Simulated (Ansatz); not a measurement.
# From the elastic tensor of GaP to moduli and sound speeds

Level of theory: DFT PBE, scalar-relativistic, plane waves, PAW in Ansatz 0.2.0. Settings: 420 eV plane-wave cutoff, Γ-centred 8×8×8 mesh, fixed occupations. No spin polarisation.

It takes space group F-43m (No. 216, cubic). The conventional cell has a = 5.506 Å, b = 5.506 Å, c = 5.506 Å, α = 90.00°, β = 90.00°, γ = 90.00°. Ga (site symmetry -43m) is surrounded by 4 P at 2.38 Å. P (site symmetry -43m) has 4 Ga at 2.38 Å as nearest neighbours.

Relaxed-ion constants (GPa, on the Cartesian axes of the calculation):
C11 = 125.5, C12 = 52.5, C13 = 52.5, C22 = 125.5, C23 = 52.5, C33 = 125.5, C44 = 64.6, C55 = 64.6, C66 = 64.6 GPa; the others vanish.

Density 4.007 g/cm³; 2 atoms in 41.73 Å³.

The values that follow are for a polycrystal of randomly turned grains, by Hill's mean where one number stands.

With S = C⁻¹: B_V = (C11+C22+C33+2(C12+C13+C23))/9, G_V = (C11+C22+C33−C12−C13−C23+3(C44+C55+C66))/15, 1/B_R = S11+S22+S33+2(S12+S13+S23), 15/G_R = 4(S11+S22+S33−S12−S13−S23)+3(S44+S55+S66); Hill is their mean. Then v_l = √((B+4G/3)/ρ), v_t = √(G/ρ), v_m = [(2/v_t³+1/v_l³)/3]^(−1/3) and Θ = (ħ/k_B)·v_m·(6π²n/V)^(1/3) for n atoms in the volume V; E = 9BG/(3B+G), ν = (3B−2G)/(2(3B+G)) and A^U = 5G_V/G_R + B_V/B_R − 6.

| Item | Value |
| --- | --- |
| Bulk modulus, Voigt / Reuss / Hill | 76.9 / 76.9 / 76.9 GPa |
| Shear modulus, Voigt / Reuss / Hill | 53.3 / 49.4 / 51.3 GPa |
| Young's modulus | 126 GPa |
| Poisson ratio | 0.227 |
| Pugh ratio B/G | 1.50 |
| Universal anisotropy index | 0.40 |
| Longitudinal and transverse sound speeds | 6023 and 3580 m/s |
| Debye temperature from the mean sound speed | 429 K |

Cost: 1 run of about 0.6 core-minutes, on Intel Xeon 6975P-C (Granite Rapids) (shared hosts).

GaP resists shear strongly relative to compression, as expected of a tetrahedral network of directional, largely covalent sp³ bonds. C44 exceeds C12, so the Cauchy relation for purely central forces fails, which fits a sizeable resistance to bond bending. C44 also exceeds half the difference between C11 and C12, making the crystal stiffest in tension along the ⟨111⟩ bond directions and softest along the cube axes. This contrast separates the Voigt and Reuss shear moduli, whereas the two bulk moduli coincide because hydrostatic pressure strains a cubic crystal isotropically.

The elastic constants and bulk modulus lie below the measured ones, and the lattice parameter is slightly too large. Both probably reflect the tendency of PBE to underbind such semiconductors, since longer bonds are softer. The constants satisfy the cubic Born criteria, which supports stability against small homogeneous strains but not against phonons at finite wavevector. The Debye temperature describes the long-wavelength acoustic limit and so should not be expected to reproduce the heat capacity once the optical modes are excited.
